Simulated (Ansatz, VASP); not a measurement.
## GaAs: VASP beside Ansatz

```
CELL_PARAMETERS angstrom
0.00000 2.68934 2.68934
2.68934 0.00000 2.68934
2.68934 2.68934 0.00000
ATOMIC_POSITIONS crystal
Ga 0.00000 0.00000 0.00000
As 0.75000 0.75000 0.75000
```

Alike in both runs: functional PBEsol; k mesh 8 × 8 × 8; no spin polarisation.

Ansatz relaxed the structure, and its values are those at the end. VASP's run is a single point on that final structure, the one shown.

|  | VASP | Ansatz |
| --- | --- | --- |
| version | VASP 6.6.1 | Ansatz 0.2.0 |
| potentials or method | VASP PAW PBE potentials, release 64 (Ga_d, As) | PAW with Ansatz's default frozen-core files, scalar-relativistic |
| plane-wave cutoff (eV) | 520 | 420 |
| occupations | gaussian, width 0.01 eV | fixed |
| valence electrons in the cell | 18 | 28 |

```csv
,VASP,Ansatz,Ansatz less VASP
pressure (GPa),15.3,15.0,-0.31
```

The two sets of potentials don't hold the same shells in valence.

Caveats: so large a pressure means that the cell lies far from this level's equilibrium, or that cutoff or potentials fall short (VASP); the potentials were made for another functional, which shifts forces and pressure (VASP). A k mesh can miss the band edges.
